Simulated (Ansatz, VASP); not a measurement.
One calculation of TaN, two programs

INCAR

```
ALGO = Normal ; EDIFF = 1E-6
ENCUT = 520 ; ISIF = 2
ISMEAR = -1 ; LASPH = T
LCHARG = F ; LDAU = T
LDAUJ = 0 0 ; LDAUL = 2 -1
LDAUPRINT = 1 ; LDAUTYPE = 2
LDAUU = 1 0 ; LMAXMIX = 4
LREAL = F ; LWAVE = F
NBANDS = 15 ; NELM = 150
PREC = Accurate ; SIGMA = 0.05
```

Contents of KPOINTS:

```
k-points
0
Gamma
  10 10 9
```

POSCAR

```
TaN
1.0
    2.9380000000      0.0000000000      0.0000000000
   -1.4690000000      2.5443826363      0.0000000000
    0.0000000000      0.0000000000      2.8830000000
Ta N
1 1
Direct
    0.0000000000      0.0000000000      0.5000000000
    0.6666666667      0.3333333333      0.0000000000
```

The input input.yaml:

```yaml
crystal:
  lattice:
    - [2.938, 0.0, 0.0]
    - [-1.469, 2.5443826363, 0.0]
    - [0.0, 0.0, 2.883]
  atoms:
    - { symbol: Ta, position: [0.0, 0.0, 0.5] }
    - { symbol: "N", position: [0.6666666667, 0.3333333333, 0.0] }
hamiltonian:
  xc: lda
  pseudopotentials: { kind: paw }
  hubbard: { sites: [{ species: Ta, l: d, u_eff: 1.0 }] }
kpoints:
  mp_grid: { grid: [10, 10, 9] }
  band_path:
    path:
      - [[0.0, 0.0, 0.0], [0.5, 0.0, 0.0], [0.3333333333, 0.3333333333, 0.0], [0.0, 0.0, 0.0], [0.0, 0.0, 0.5], [0.5, 0.0, 0.5], [0.3333333333, 0.3333333333, 0.5], [0.0, 0.0, 0.5]]
      - [[0.5, 0.0, 0.5], [0.5, 0.0, 0.0]]
      - [[0.3333333333, 0.3333333333, 0.0], [0.3333333333, 0.3333333333, 0.5]]
    npoints: 14
scf:
  occupations: { method: fermi_dirac, width: 0.05 }
  n_extra_bands: 6
output:
  forces: true
  stress: true
  eigenvalues: true
  fatbands: false
  write_density: true
  write_potential: true
  elf: true
  volumetric_format: npy
```

Alike in both runs: functional LDA; k mesh 10 × 10 × 9; occupations fermi-dirac, width 0.05 eV; no spin polarisation; Hubbard terms Ta d U = 1.0 eV.

|  | VASP | Ansatz |
| --- | --- | --- |
| version | VASP 6.6.1 | Ansatz 0.2.0 |
| potentials or method | VASP PAW LDA potentials, release 64 (Ta_pv, N) | Ansatz PAW |
| plane-wave cutoff (eV) | 520 | 420 |
| valence electrons in the cell | 16 | 18 |
| task | single point | band structure |

|  | VASP | Ansatz | Ansatz less VASP |
| --- | --- | --- | --- |
| gap on the k mesh at the Fermi level (eV) | none | none | - |
| pressure (GPa) | -6.7 | -10.8 | -4.04 |
| largest component of the traceless stress (GPa) | 0.67 | 1.24 | +0.567 |

The programs project onto different local orbitals, so the same U acts differently. A gap of «none» marks a metal or a gap that the smearing closes. The two sets of potentials don't hold the same shells in valence.

Caveats: U without spin polarisation on a metal has little footing; the pressure holds a Pulay correction of +0.6 GPa for the finite cutoff (Ansatz); spin-orbit coupling is left out, which moves the levels of the heavy elements (Ansatz); the PAW data sets come from PBE, with cores solved anew for the run's functional, which leaves a small shift of forces and pressure (Ansatz). Spin-orbit coupling is left out, which matters for the levels of Ta.
